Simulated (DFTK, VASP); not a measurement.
**Au: the functional in 2 programs**

```cif
data_structure
_symmetry_space_group_name_H-M 'Pm-3m'
_symmetry_Int_Tables_number 221
_cell_length_a 2.7484
_cell_length_b 2.7484
_cell_length_c 2.7484
_cell_angle_alpha 90.000
_cell_angle_beta 90.000
_cell_angle_gamma 90.000
_cell_volume 20.76
loop_
_atom_site_label
_atom_site_type_symbol
_atom_site_symmetry_multiplicity
_atom_site_Wyckoff_symbol
_atom_site_fract_x
_atom_site_fract_y
_atom_site_fract_z
_atom_site_occupancy
Au1 Au 1 b 0.50000 0.50000 0.50000 1
```

This isn't the form of Au at room conditions, which is fcc.

Kept alike: task band structure; k mesh 10 × 10 × 10; occupations fermi-dirac, width 0.05 eV; no spin polarisation. The mesh is that of the run's cell of 1 atom. No spin-orbit coupling.

- A: DFTK, SG15 1.2 (PBE), made for PBE, cutoff 1225 eV
- B: VASP; LDA PAW files Au, 520 eV (LDA); PBE PAW files Au, 520 eV (PBEsol, SCAN, r2SCAN)

| functional | A: pressure (GPa) | B: pressure (GPa) |
| --- | --- | --- |
| LDA | -10.00 | -9.62 |
| PBEsol | -6.39 | -6.49 |
| SCAN | -5.28 | -6.75 |
| r2SCAN | -3.86 | -3.03 |

Pressure is positive in compression; plane-wave values hold the error of the finite cutoff. Values on potentials made for another functional: all of A; B at PBEsol, SCAN, r2SCAN. For a metal such a mesh leaves the last digits unconverged.

Question: How large is the effect of the functional, and do the programs agree on it?

Answer: From LDA to r2SCAN the pressure moves by +6.14 in A, +6.59 in B (GPa). Row by row the programs differ by 0.10 to 1.47, and over this span the shifts, as printed, agree within about 7 %. Shifts from LDA: PBEsol +3.61, +3.13; SCAN +4.72, +2.87; r2SCAN +6.14, +6.59; the programs' shifts differ by up to 1.85.
